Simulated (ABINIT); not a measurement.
HfO2:

```
Hf O
1.0
     0.00000    2.55750    2.55750
     2.55750    0.00000    2.55750
     2.55750    2.55750    0.00000
Hf O
1 2
Direct
  0.00000 0.00000 0.00000
  0.75000 0.75000 0.75000
  0.25000 0.25000 0.25000
```

Measurements of this composition are mostly on another form, of space group No. 14.

Base run:

- Program: ABINIT 10.8.3 (patched build)
- Functional: BLYP
- Potentials or basis: JTH PAW PBE v2.0
- Cutoff: 626 eV
- k mesh: 9 × 9 × 9
- Occupations: fermi-dirac, width 0.05 eV
- Spin: no spin polarisation

Its results: band gap on the k mesh 3.90 eV, indirect (least direct gap 4.01 eV); pressure 0.7 GPa.

Task: The run is repeated on the same cell with these changes: functional from BLYP to PBEsol. What comes out?

Result: Band gap on the k mesh 3.71 eV, indirect (least direct gap 3.83 eV); pressure -13.1 GPa.

PBEsol binds more tightly than BLYP, so the same cell stands under less pressure.

Caveats: the PAW data sets were made with another functional, which shifts forces and pressure a little; spin-orbit coupling is left out, which moves the levels of the heavy elements; the mesh misses the band edges, which the band path finds closer together.
